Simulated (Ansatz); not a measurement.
B (begun as omega type, now distorted omega) under strong compression

```
B
1.0
     2.86168    0.00000    0.00000
    -1.43084    2.47828    0.00000
     0.00000    0.00000    2.82911
B
3
Cartesian
  0.0000 0.0000 0.0000
  0.0000 1.6522 1.4146
  1.4308 0.8261 1.4146
```

The cell comes from a relaxation on PAW files under the same functional, begun from a prototype that needn't be the stable phase.

The start type wasn't kept: the relaxed cell is distorted omega.

Its volume is scaled, and at each volume shape and atoms are relaxed on PAW files; all methods then take that cell.

All numbers are PBE results (scalar-relativistic) from Ansatz 0.2.0, with a Γ-centred 12×12×16 k mesh, Fermi–Dirac smearing of 0.05 eV, no spin polarisation. Methods: LAPW: all electrons, basis error target 1 meV/atom; PAW: frozen-core files, cutoff 420 eV.

Energies are extrapolated to zero smearing and count from the unscaled cell; pressure is positive in compression; gaps take the mesh and a band path. No temperature or zero-point motion is included.

| V/V0 | V (Å³/atom) | P LAPW (GPa) | ΔE LAPW (eV/atom) | P PAW − LAPW (GPa) | ΔE PAW − LAPW (meV/atom) | space group | shortest distance (Å) |
| --- | --- | --- | --- | --- | --- | --- | --- |
| 1.00 | 6.69 | -0.02 | 0.000 | 0.03 | 0.0 | P6/mmm | 1.652 |
| 0.70 | 4.68 | 145.6 | 0.697 | 0.18 | 0.6 | P6/mmm | ? |
| 0.60 | 4.01 | ? | 1.543 | 0.15 | 1.3 | P6/mmm | 1.433 |
| 0.50 | 3.34 | 496.5 | 3.096 | -0.32 | 1.4 | P6/mmm | 1.367 |

(1) Give the missing entry: row "0.70", column "shortest distance (Å)".

(2) Give the missing entry: row "0.60", column "P LAPW (GPa)".

(3) From the table, what is the rise of the enthalpy H = E + pV up to the last row, and how stiff is the crystal between the last two rows?

(4) How do the Löwdin populations by LAPW change from the unscaled cell to the last row?

Results:

(1) 1.493.

(2) 270.7.

(3) ΔH = 3.096 eV + (496.5 GPa × 3.34 Å³ + 0.02 GPa × 6.69 Å³) × 0.006242 eV/(GPa·Å³) = 13.46 eV/atom, of which pV makes 77 %. The mean bulk modulus there is −ΔP/Δln V = 1240 GPa.

(4) B 2s 0.75 → 0.52, B 2p 2.26 → 2.50 electrons an atom. These are projections on the shells that the free atoms fill; 0.03 e a cell lies outside them at the start and 0.05 e at the end.
